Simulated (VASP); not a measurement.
# MoS2 (R3m) in VASP: notebook

One crystal, MoS2, is run at these levels: LDA, PBE+D3(BJ), PBEsol; tasks: relaxation of cell and atoms.

All numbers are computed with VASP 6.6.1; they aren't measurements. Logs are shortened: lines on timing, memory, paths and dates and some standing lists are left out, and cuts for length are marked.

## Step 1: The structure

It takes space group R3m (No. 160, trigonal). Conventional cell: a = 3.184 Å, b = 3.184 Å, c = 19.446 Å, α = 90.00°, β = 90.00°, γ = 120.00°. Mo (site symmetry 3m) has 6 S at 2.41 Å as nearest neighbours. S (site symmetry 3m) has 3 Mo at 2.41 Å as nearest neighbours. S (site symmetry 3m) is surrounded by 3 Mo at 2.41 Å.

Measurements of this composition are mostly on another form, of space group No. 194.

## Step 2: Relaxation of cell and atoms, LDA

Contents of INCAR:

```
PREC = Accurate
ENCUT = 600
EDIFF = 1E-7
ISMEAR = 0
SIGMA = 0.02
LREAL = F
LASPH = T
NELM = 80
ALGO = Normal
ISIF = 3
LWAVE = F
LCHARG = F
IBRION = 2
NSW = 90
EDIFFG = -0.005
```

Contents of KPOINTS:

```
regular mesh
0
Gamma
  12 12 12
```

Contents of POSCAR:

```
MoS2
1.0
    1.5921519200      0.9192293400      6.4820983800
   -1.5921519200      0.9192293400      6.4820983800
    0.0000000000     -1.8384586700      6.4820983800
Mo S
1 2
Direct
    0.0002249600      0.0002249600      0.0002249600
    0.5870697800      0.5870697800      0.5870697800
    0.7467042600      0.7467042600      0.7467042600
```

Potentials or basis: VASP PAW LDA potentials, release 64 (Mo_sv, S).

Run with:

```
cat potpaw_LDA.64/Mo_sv/POTCAR potpaw_LDA.64/S/POTCAR > POTCAR
mpirun -np 1 vasp_std > vasp.out
```

OUTCAR:

```text
PREC = Accurate
   ENCUT = 600
   EDIFF = 1E-7
   ISMEAR = 0
   LREAL = F
   LASPH = T
   NELM = 80
   ISIF = 3
   IBRION = 2
   NSW = 90
   EDIFFG = -0.005

 ion  position               nearest neighbor table
   1  0.000  0.000  0.000-   3 2.41   3 2.41   3 2.41   2 2.41   2 2.41   2 2.41
   2  0.587  0.587  0.587-   1 2.41   1 2.41   1 2.41
   3  0.747  0.747  0.747-   1 2.41   1 2.41   1 2.41

  LATTYP: Found a trigonal (rhomboedric) cell.
 ALAT       =     6.7377688981
 COS(alpha) =     0.8883222175

  Lattice vectors:

 A1 = (   1.5921519200,   0.9192293400,   6.4820983800)
 A2 = (  -1.5921519200,   0.9192293400,   6.4820983800)
 A3 = (   0.0000000000,  -1.8384586700,   6.4820983800)

Analysis of symmetry for initial positions (statically):
=====================================================================
 Subroutine PRICEL returns:
 Original cell was already a primitive cell.

 Routine SETGRP: Setting up the symmetry group for a
 trigonal (rhombohedral) supercell.

 Subroutine GETGRP returns: Found  6 space group operations
 (whereof  6 operations were pure point group operations)
 out of a pool of 12 trial point group operations.

The static configuration has the point symmetry C_3v.

Analysis of symmetry for dynamics (positions and initial velocities):
=====================================================================
 Subroutine PRICEL returns:
 Original cell was already a primitive cell.

 Routine SETGRP: Setting up the symmetry group for a
 trigonal (rhombohedral) supercell.

 Subroutine GETGRP returns: Found  6 space group operations
 (whereof  6 operations were pure point group operations)
 out of a pool of 12 trial point group operations.

The dynamic configuration has the point symmetry C_3v.

 Subroutine INISYM returns: Found  6 space group operations
 (whereof  6 operations are pure point group operations),
 and found     1 'primitive' translations

----------------------------------------------------------------------------------------

                                     Primitive cell

  volume of cell :      56.9214

  direct lattice vectors                    reciprocal lattice vectors
     1.592151920  0.919229340  6.482098380     0.314040384  0.181311301  0.051423677
    -1.592151920  0.919229340  6.482098380    -0.314040384  0.181311301  0.051423677
     0.000000000 -1.838458670  6.482098380     0.000000000 -0.362622601  0.051423677

  length of vectors
     6.737768898  6.737768898  6.737768896     0.366250659  0.366250659  0.366250660

  position of ions in fractional coordinates (direct lattice)
     0.000224960  0.000224960  0.000224960
     0.587069780  0.587069780  0.587069780
     0.746704260  0.746704260  0.746704260

  ion indices of the primitive-cell ions
   primitive index   ion index
                 1           1
                 2           2
                 3           3

----------------------------------------------------------------------------------------

 KPOINTS: regular mesh

Automatic generation of k-mesh.
 Grid dimensions read from file:
 generate k-points for:   12   12   12

 Generating k-lattice:

  Cartesian coordinates                     Fractional coordinates (reciprocal lattice)
     0.026170032  0.015109275  0.004285306     0.083333333 -0.000000000 -0.000000000
    -0.026170032  0.015109275  0.004285306    -0.000000000  0.083333333 -0.000000000
     0.000000000 -0.030218550  0.004285306    -0.000000000 -0.000000000  0.083333333

  Length of vectors
     0.030520888  0.030520888  0.030520888

  Shift w.r.t. Gamma in fractional coordinates (k-lattice)
     0.000000000  0.000000000  0.000000000

 Subroutine IBZKPT returns following result:
 ===========================================

 Found    189 irreducible k-points:

 Following reciprocal coordinates:
            Coordinates               Weight
  0.000000  0.000000  0.000000      1.000000
  0.083333 -0.000000 -0.000000      6.000000
  0.166667  0.000000  0.000000      6.000000
  0.250000  0.000000  0.000000      6.000000
  0.333333  0.000000 -0.000000      6.000000
  0.416667  0.000000  0.000000      6.000000
[... 16 lines left out ...]
  0.500000  0.166667  0.000000     12.000000
 -0.416667  0.166667 -0.000000     12.000000
 [... further k-points ...]
   k-points           NKPTS =    189   k-points in BZ     NKDIM =    189   number of bands    NBANDS=     17
   number of dos      NEDOS =    301   number of ions     NIONS =      3
   total plane-waves  NPLWV = 157464
   dimension x,y,z NGX =    54 NGY =   54 NGZ =   54
   dimension x,y,z NGXF=   108 NGYF=  108 NGZF=  108
   ions per type =               1   2
   NGX,Y,Z   is equivalent  to a cutoff of  13.32, 13.32, 13.32 a.u.
   NGXF,Y,Z  is equivalent  to a cutoff of  26.65, 26.65, 26.65 a.u.
 SYSTEM =  unknown system
   PREC   = accura    normal or accurate (medium, high low for compatibility)
   ISTART =      0    job   : 0-new  1-cont  2-samecut
   ICHARG =      2    charge: 1-file 2-atom 10-const
   ISPIN  =      1    spin polarized calculation?
   LNONCOLLINEAR =      F non collinear calculations
   LSORBIT =      F    spin-orbit coupling
   LASPH  =      T    aspherical Exc in radial PAW
   ENCUT  =  600.0 eV  44.10 Ry    6.64 a.u.  13.46 13.46 13.46*2*pi/ulx,y,z
   NELM   =     80;   NELMIN=  2; NELMDL= -5     # of ELM steps
   EDIFF  = 0.1E-06   stopping-criterion for ELM
   LREAL  =      F    real-space projection
   EDIFFG = -.5E-02   stopping-criterion for IOM
   NSW    =     90    number of steps for IOM
   IBRION =      2    ionic relax: 0-MD 1-quasi-New 2-CG
   NFREE  =      1    steps in history (QN), initial steepest desc. (CG)
   ISIF   =      3    stress and relaxation
   ISYM   =      2    0-nonsym 1-usesym 2-fastsym
   POTIM  = 0.5000    time-step for ionic-motion
   TEBEG  =    0.0;   TEEND  =   0.0 temperature during run
   PSTRESS=    0.0 pullay stress
   NELECT =      26.0000    total number of electrons
   NUPDOWN=      -1.0000    fix difference up-down
   EMIN   =  10.00;   EMAX   =-10.00  energy-range for DOS
   EFERMI =   0.00;   METHOD = LEGACY
   ISMEAR =     0;   SIGMA  =   0.02  broadening in eV -4-tet -1-fermi 0-gaus
   EFERMI_NEDOS =   21; number of points for ismear=-14 and -15
   IALGO  =     38    algorithm
   IMIX   =      4    mixing-type and parameters
     AMIX     =   0.40;   BMIX     =  1.00
     AMIX_MAG =   1.60;   BMIX_MAG =  1.00
  volume/ion in A,a.u.               =      18.97       128.04
  Fermi-wavevector in a.u.,A,eV,Ry     =   1.260785  2.382537 21.627516  1.589578
  Thomas-Fermi vector in A             =   2.394277
   LORBIT       =      0    0 simple, 1 ext, 2 COOP (PROOUT), +10 PAW based schemes
   GGA     = CA    functional components
   LHFCALC =     F    Hartree Fock is set to
   AEXX    =    0.0000 exact exchange contribution
   IVDW    =     0    specifies the selected vdW correction
   LEPSILON=     F    determine dielectric tensor
   LRPA    =     F    only Hartree local field effects (RPA)
 conjugate gradient relaxation of ions
 non-spin polarized calculation
 Gauss-broadening in eV      SIGMA  =   0.02
  energy-cutoff  :      600.00
  volume of cell :       56.92
 maximum number of plane-waves:      1927
 NGX is ok and might be reduce to    54
   NGX = 27   NGY = 27   NGZ = 27

--------------------------------------- Ionic step        1  -------------------------------------------

 number of electron      26.0000000 magnetization

 Free energy of the ion-electron system (eV)
  ---------------------------------------------------
  ext. energy  EPLUGINS =         0.00000000
  ---------------------------------------------------
  free energy    TOTEN  =       -24.40861423 eV

  energy without entropy =      -24.40861423  energy(sigma->0) =      -24.40861423

------------------------ aborting loop because EDIFF is reached ----------------------------------------

  FORCE on cell =-STRESS in cart. coord.  units (eV):
  Direction    XX          YY          ZZ          XY          YZ          ZX
  --------------------------------------------------------------------------------------
  -------------------------------------------------------------------------------------
  Total       -2.1990269     -2.1990268     -1.5306349      0.0000000     -0.0000000      0.0000000
  in kB      -61.8964679    -61.8964675    -43.0830989      0.0000000     -0.0000000      0.0000000
  external PRESSURE =     -55.6253447 kB  Pullay stress =       0.0000000 kB
[... 92 lines left out ...]
  FREE ENERGIE OF THE ION-ELECTRON SYSTEM (eV)
  ---------------------------------------------------
  free  energy   TOTEN  =       -24.4465213972 eV

  energy  without entropy=      -24.4465213972  energy(sigma->0) =      -24.44652140

[... ionic steps 4 to 11 ...]

--------------------------------------- Ionic step       12  -------------------------------------------

 number of electron      26.0000000 magnetization

------------------------ aborting loop because EDIFF is reached ----------------------------------------

  FORCE on cell =-STRESS in cart. coord.  units (eV):
  Direction    XX          YY          ZZ          XY          YZ          ZX
  --------------------------------------------------------------------------------------
  -------------------------------------------------------------------------------------
  Total       -0.0042140     -0.0042140      0.1215834      0.0000000      0.0000000     -0.0000000
  in kB       -0.1328342     -0.1328342      3.8325800      0.0000000      0.0000000     -0.0000000
  external PRESSURE =       1.1889705 kB  Pullay stress =       0.0000000 kB
[... 59 lines left out ...]
  energy  without entropy=      -24.4787721569  energy(sigma->0) =      -24.47877216

--------------------------------------- Ionic step       14  -------------------------------------------

 number of electron      26.0000000 magnetization

 Free energy of the ion-electron system (eV)
  ---------------------------------------------------
  ext. energy  EPLUGINS =         0.00000000
  ---------------------------------------------------
  free energy    TOTEN  =       -24.48009006 eV

  energy without entropy =      -24.48009006  energy(sigma->0) =      -24.48009006

 E-fermi :   8.3726     XC(G=0): -11.4089

 val. band max:        8.1847752338   @ k =   0.5000   0.5000   0.5000
 cond. band min:       8.9354332633   @ k =  -0.1667   0.1667   0.0000
 fundamental gap:      0.7506580295
 Fermi energy:         8.3726011564

 k-point     1 :       0.0000    0.0000    0.0000
  band No.  band energies     occupation
      1     -53.0607      2.00000
      2     -27.4544      2.00000
      3     -27.1655      2.00000
      4     -27.1655      2.00000
      5      -7.0967      2.00000
      6      -5.2242      2.00000
[... 9 lines left out ...]
     16      10.6444      0.00000
     17      10.6444      0.00000
[... 443 lines left out ...]
      1     -53.0085      2.00000
      2     -27.5866      2.00000
      3     -27.3545      2.00000
      4     -27.3434      2.00000
      5      -4.7460      2.00000
      6      -4.5774      2.00000
[... 9 lines left out ...]
     16      10.7550      0.00000
     17      12.1443      0.00000

 [... further k-points ...]

------------------------ aborting loop because EDIFF is reached ----------------------------------------

  FORCE on cell =-STRESS in cart. coord.  units (eV):
  Direction    XX          YY          ZZ          XY          YZ          ZX
  --------------------------------------------------------------------------------------
  -------------------------------------------------------------------------------------
  Total        0.0144095      0.0144095      0.0029468      0.0000000      0.0000000      0.0000000
  in kB        0.4546652      0.4546652      0.0929805      0.0000000      0.0000000      0.0000000
  external PRESSURE =       0.3341037 kB  Pullay stress =       0.0000000 kB
[... 18 lines left out ...]
  FREE ENERGIE OF THE ION-ELECTRON SYSTEM (eV)
  ---------------------------------------------------
  free  energy   TOTEN  =       -24.4800900645 eV

  energy  without entropy=      -24.4800900645  energy(sigma->0) =      -24.48009006

 reached required accuracy - stopping structural energy minimisation
```

It took 73 min on 1 thread of Intel Xeon Platinum 8488C (Sapphire Rapids), shared host; peak memory 0.49 GiB.

What came out:

| Property | Result |
| --- | --- |
| Free energy | -24.4801 eV |
| Relaxed volume | 16.93 Å³/atom |
| Relaxed cell | a = 6.262 Å, b = 6.262 Å, c = 6.262 Å, α = 28.92°, β = 28.92°, γ = 28.92° |
| Space group after relaxing (to 0.05 Å) | R3m (No. 160) |
| Energy gained by relaxing | 23.8 meV/atom |
| Ionic steps | 14 |
| Pressure after relaxing | 0.0 GPa |
| Largest force after relaxing | 0.005 eV/Å |
| Band gap on the k mesh | 0.75 eV, indirect (least direct gap 1.84 eV) |

Forces on the atoms (eV/Å):
```
Mo   0.000  0.000  0.001
S    0.000  0.000 -0.005
S    0.000  0.000  0.004
```

Step by step:
| step | energy change (eV) | largest force (eV/Å) | pressure (GPa) | volume (Å³) |
| --- | --- | --- | --- | --- |
| 1 | 0.0000 | 0.3058 | -5.56 | 56.92 |
| 2 | 0.0895 | 1.6575 | 11.86 | 51.66 |
| 3 | -0.0379 | 0.3246 | -0.23 | 54.99 |
| 4 | -0.0379 | 0.3382 | -0.12 | 54.95 |
| 5 | -0.0455 | 0.0781 | -0.12 | 54.44 |
| 6 | -0.0455 | 0.0872 | -0.13 | 54.46 |
| 7 | -0.0472 | 0.0808 | -0.18 | 54.31 |
| 8 | -0.0522 | 0.0647 | -0.33 | 53.85 |
| 9 | -0.0611 | 0.0384 | -0.52 | 52.94 |
| 10 | -0.0710 | 0.0012 | -0.51 | 51.09 |
| 11 | -0.0615 | 0.2575 | 3.33 | 49.53 |
| 12 | -0.0714 | 0.0457 | 0.12 | 50.83 |
| 13 | -0.0702 | 0.1288 | -0.23 | 50.61 |
| 14 | -0.0715 | 0.0047 | 0.03 | 50.78 |

Final structure:
```xyz
3
Lattice="1.5636 0.9027 5.9958 -1.5636 0.9027 5.9958 0.0000 -1.8054 5.9958" Properties=species:S:1:pos:R:3 pbc="T T T"
Mo    0.0000    0.0000    0.0044
S     0.0000    0.0000   10.4431
S     0.0000    0.0000   13.5477
```

## Step 3: Relaxation of cell and atoms, PBE+D3(BJ)

INCAR: that of step 2 with these lines changed.

```diff
@@ -12,2 +12,4 @@
 LCHARG = F
+GGA = PE
+IVDW = 12
 IBRION = 2
```

KPOINTS is that of step 2.

POSCAR is that of step 2.

Potentials or basis: VASP PAW PBE potentials, release 64 (Mo_sv, S).

Run with:

```
cat potpaw_PBE.64/Mo_sv/POTCAR potpaw_PBE.64/S/POTCAR > POTCAR
mpirun -np 1 vasp_std > vasp.out
```

Run time: 1.6 h. Hardware: 1 thread of Intel Xeon Platinum 8488C (Sapphire Rapids), shared host; peak memory 0.61 GiB.

The run converged. Its results:

- Free energy: -23.0889 eV
- Relaxed volume: 17.20 Å³/atom
- Relaxed cell: a = 6.263 Å, b = 6.263 Å, c = 6.263 Å, α = 29.16°, β = 29.16°, γ = 29.16°
- Space group after relaxing (to 0.05 Å): R3m (No. 160)
- Energy gained by relaxing: 17.4 meV/atom
- Ionic steps: 15
- Pressure after relaxing: 0.0 GPa
- Largest force after relaxing: 0.004 eV/Å
- Band gap on the k mesh: 0.80 eV, indirect (least direct gap 1.77 eV)
- Dispersion energy per atom: -0.441 eV

Forces on the atoms (eV/Å):
```
Mo   0.000  0.000 -0.001
S    0.000  0.000  0.004
S    0.000  0.000 -0.003
```

Step by step:
```csv
step,energy change (eV),largest force (eV/Å),pressure (GPa),volume (Å³)
1,0.0000,0.1389,-2.18,56.92
2,-0.0047,0.5260,2.53,54.82
3,-0.0101,0.3581,0.46,55.69
4,-0.0157,0.0317,-0.36,55.31
5,-0.0158,0.0688,-0.27,55.35
6,-0.0215,0.0688,-0.25,54.96
7,-0.0366,0.0763,-0.08,53.79
8,-0.0515,0.1083,0.82,51.44
9,-0.0269,0.6372,-4.37,52.17
10,-0.0522,0.0066,0.05,51.54
11,-0.0522,0.0086,0.04,51.55
12,-0.0522,0.0176,0.01,51.59
13,-0.0522,0.0063,0.02,51.57
14,-0.0522,0.0118,-0.08,51.62
15,-0.0522,0.0039,-0.01,51.59
```

Final structure:
```
Mo S
1.0
     1.57637    0.91012    5.99275
    -1.57637    0.91012    5.99275
     0.00000   -1.82024    5.99275
Mo S
1 2
Cartesian
  0.0000 0.0000 0.0045
  0.0000 0.0000 10.4263
  0.0000 0.0000 13.5522
```

Levels at points of the mesh, in eV from the valence-band top:
| k point | band 9 | band 10 | band 11 | band 12 | band 13 | band 14 | band 15 | band 16 | band 17 |
| --- | --- | --- | --- | --- | --- | --- | --- | --- | --- |
| (0.00, 0.00, 0.00) | -3.38 | -2.29 | -2.29 | -1.35 | -1.09 | 1.95 | 1.95 | 2.37 | 2.37 |
| (0.50, 0.00, 0.00) | -5.11 | -4.04 | -2.42 | -1.60 | -1.56 | 1.60 | 1.96 | 3.28 | 3.47 |
| (0.50, 0.50, 0.00) | -4.76 | -3.93 | -3.11 | -1.88 | -1.37 | 1.53 | 2.12 | 2.93 | 3.86 |
| (0.50, 0.50, 0.50) | -3.41 | -3.41 | -2.25 | -2.25 | 0.00 | 2.09 | 2.09 | 2.18 | 2.18 |

(Continued in part 2 of 2.)
